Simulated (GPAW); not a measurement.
Crystal: TiPt3.

```
CELL_PARAMETERS angstrom
3.89700 0.00000 0.00000
0.00000 3.89700 0.00000
0.00000 0.00000 3.89700
ATOMIC_POSITIONS crystal
Pt 0.50000 0.50000 0.00000
Pt 0.50000 0.00000 0.50000
Pt 0.00000 0.50000 0.50000
Ti 0.00000 0.00000 0.00000
```

| Property | Result |
| --- | --- |
| Program | GPAW 26.7.0 |
| Task | relaxation of cell and atoms |
| Functional | PBEsol |
| Dispersion | D3(BJ)+ATM |
| Potentials or basis | PAW data sets generated in the run's folder for this functional |
| Cutoff | 600 eV |
| Basis | pw |
| k mesh | 7 × 7 × 7 |
| Occupations | fermi-dirac, width 0.05 eV |
| Spin | no spin polarisation |

At the start: pressure -5.3 GPa; volume 14.80 Å³/atom.

Question: Where does the relaxation end?

Answer: Over 3 steps the energy falls by 4.3 meV/atom and the volume is 14.50 Å³/atom (-2.0 %); space group Pm-3m (No. 221, to 0.05 Å).

The path:
| step | energy change (eV) | largest force (eV/Å) | pressure (GPa) | volume (Å³) |
| --- | --- | --- | --- | --- |
| 1 | 0.0000 | 0.0000 | -5.30 | 59.18 |
| 2 | -0.0085 | 0.0000 | -3.94 | 58.87 |
| 3 | -0.0171 | 0.0000 | 0.12 | 58.00 |

Final structure:
```
Pt Ti
1.0
     3.87098    0.00000    0.00000
     0.00000    3.87098    0.00000
     0.00000    0.00000    3.87098
Pt Ti
3 1
Direct
  0.50000 0.50000 0.00000
  0.50000 0.00000 0.50000
  0.00000 0.50000 0.50000
  0.00000 0.00000 0.00000
```

Caveat: later steps reuse the first step's grids; pairwise dispersion overbinds metals, which lowers pressure and volume.
